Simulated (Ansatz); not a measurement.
## TlBr (Pm-3m): G0W0 against its settings

TlBr (started from an entry of an open crystallographic database), relaxed with r2SCAN+rVV10; one-shot G0W0 in Ansatz without spin-orbit coupling. No spin polarisation and no zero-point or thermal motion.

```yaml
crystal:
  lattice:
    - [3.94619, 0.00000, 0.00000]
    - [0.00000, 3.94619, 0.00000]
    - [0.00000, 0.00000, 3.94619]
  atoms:
    - { symbol: Tl, position: [0.00000, 0.00000, 0.00000] }
    - { symbol: Br, position: [0.50000, 0.50000, 0.50000] }
```

Gaps are read over the mesh points alone. G0W0 values are finite-basis, finite-mesh values.
```
 start       potentials      frequency model   mesh  empty bands  screening cutoff (eV)  Kohn-Sham gap (eV)  G0W0 gap (eV)
   PBE              PAW  contour deformation  4×4×4          139                    100                1.78           2.67
   PBE              PAW  contour deformation  4×4×4          336                    180                1.78           2.85
   PBE              PAW  contour deformation  4×4×4          653                    260                1.78           2.90
 HSE06              PAW  contour deformation  4×4×4          336                    180                2.46           3.26
r2SCAN              PAW  contour deformation  4×4×4          336                    180                2.22           3.13
  PBE0              PAW  contour deformation  4×4×4          336                    180                3.09           3.46
   PBE              PAW     Godby-Needs pole  4×4×4          336                    180                1.78           2.83
   PBE              PAW  contour deformation  6×6×6           99                     80                1.78           2.66
   PBE  norm-conserving  contour deformation  4×4×4          336                    180                1.79           2.78
```

The quasiparticle gap on this mesh is 2.90 eV (direct at X), against 1.78 eV from PBE: +1.12 eV. Renormalisation factors Z lie between 0.69 and 0.80.

Raising bands and cutoff together moves the gap by +0.18 eV (100 to 180 eV), then +0.05 eV (180 to 260 eV); the last step is still large, so the basis limit isn't reached. Starting from HSE06 (2.46 eV against PBE's 1.78 eV) gives 3.26 eV, +0.41 eV from G0W0@PBE at the same screening cutoff. Starting from r2SCAN (2.22 eV against PBE's 1.78 eV) gives 3.13 eV, +0.28 eV from G0W0@PBE at the same screening cutoff. Starting from PBE0 (3.09 eV against PBE's 1.78 eV) gives 3.46 eV, +0.61 eV from G0W0@PBE at the same screening cutoff. The Godby-Needs plasmon pole differs from contour deformation by -0.02 eV. Norm-conserving potentials (wave cutoff 820 eV against 420 eV) shift the quasiparticle gap by -0.07 eV and the PBE gap by +0.01 eV. r2SCAN runs take a wave cutoff of 500 eV.

The program warns that the k mesh is coarse for exact exchange in some of these runs, so their gaps aren't converged.

With a shallow d shell on the cation, G0W0 converges slowly in bands and cutoff, so these values are in doubt.
